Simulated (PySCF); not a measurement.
Runs of PySCF 2.14.0 on Ta. It takes space group Im-3m (No. 229, cubic). The conventional cell has a = 3.303 Å, b = 3.303 Å, c = 3.303 Å, α = 90.00°, β = 90.00°, γ = 90.00°. Around Ta (site symmetry m-3m) lie 8 Ta at 2.86 Å. 

```csv
task,level,k mesh,gaussian width of the DOS,conv_tol,max_cycle,band path,mesh quality,gap on the mesh (eV),V0 of scaled cells (Å³/atom),B0 (GPa)
equation of state,PBEsol,4 × 4 × 4,-,-,-,-,coarse,-,(a),226
equation of state,PBE,4 × 4 × 4,-,-,-,-,coarse,-,18.16,213
density of states,PBEsol,12 × 12 × 12,0.15 eV,1e-07 Ha,60,-,not flagged,none,-,-
band structure,r2SCAN,4 × 4 × 4,-,1e-07 Ha,60,"GHNGPH,PN",coarse,none,-,-
band structure,PBE,4 × 4 × 4,-,1e-07 Ha,60,"GHNGPH,PN",coarse,none,-,-
```

Alike in all rows: potentials or basis DZVP-MOLOPT-SR/GTH-PBE (potentials made for PBE); no spin polarisation; cell as given; smearing fermi-dirac 0.05 eV.

Estimate the missing entries.

(a) 17.73.

Caveats: some runs use coarse meshes; the basis of atomic orbitals isn't converged, which shifts pressures, moduli and gaps; the potentials were made for another functional, which shifts forces and pressure (some runs); spin-orbit coupling is left out, which moves the levels of the heavy elements (some runs); meta-GGAs need a finer uniform grid than this (some runs).

A k mesh can miss the band edges, and the runs leave out spin-orbit coupling on Ta.

A gap of «none» marks a metal or a gap under the smearing width.
